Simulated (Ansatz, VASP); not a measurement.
**Cu: VASP beside Ansatz**

Contents of INCAR:

```
SYSTEM = Cu
ALGO = Fast
EDIFF = 1E-7
ENCUT = 520
GGA = PE
ISIF = 2
ISMEAR = 0
LASPH = .TRUE.
LCHARG = .TRUE.
LELF = .TRUE.
LREAL = .FALSE.
LVHAR = .TRUE.
LWAVE = .FALSE.
NBANDS = 18
NELM = 60
PREC = Accurate
SIGMA = 0.1
```

Contents of KPOINTS:

```
k-points
0
G
  24 24 12
  0 0 0
```

The input POSCAR:

```
Cu
1.0
    2.6707307877      0.0000000000      0.0000000000
   -1.3353653939      2.3129207088      0.0000000000
    0.0000000000      0.0000000000      4.3612692841
Cu
2
Direct
    0.3333333333      0.6666666667      0.2500000000
    0.6666666667      0.3333333333      0.7500000000
```

Input for Ansatz:

```yaml
crystal:
  lattice:
    - [2.6707307877, 0.0, 0.0]
    - [-1.3353653939, 2.3129207088, 0.0]
    - [0.0, 0.0, 4.3612692841]
  atoms:
    - { symbol: Cu, position: [0.3333333333, 0.6666666667, 0.25] }
    - { symbol: Cu, position: [0.6666666667, 0.3333333333, 0.75] }
basis:
  ecutwfc: 420
kpoints:
  mp_grid: { grid: [24, 24, 12] }
hamiltonian:
  xc: pbe
scf:
  occupations: { method: gaussian, width: 0.1 }
output:
  forces: true
  stress: true
  eigenvalues: true
```

Change from the starting cell: equal strain along all axes, cell held, atoms relaxed: +4.0 %.

Alike in both runs: task single point; functional PBE; k mesh 24 × 24 × 12; occupations gaussian, width 0.1 eV; no spin polarisation.

```csv
,VASP,Ansatz
version,VASP 6.6.1,Ansatz 0.2.0
potentials or method,"VASP PAW PBE potentials, release 64 (Cu)","scalar-relativistic, plane waves, PAW"
plane-wave cutoff (eV),520,420
valence electrons in the cell,22,38
```

|  | VASP | Ansatz | Ansatz less VASP |
| --- | --- | --- | --- |
| gap on the k mesh at the Fermi level (eV) | none | none | - |
| pressure (GPa) | -11.9 | -12.2 | -0.36 |
| largest component of the traceless stress (GPa) | 0.36 | 0.37 | +0.011 |

A gap of «none» marks a metal or a gap that the smearing closes. The two sets of potentials don't hold the same shells in valence.
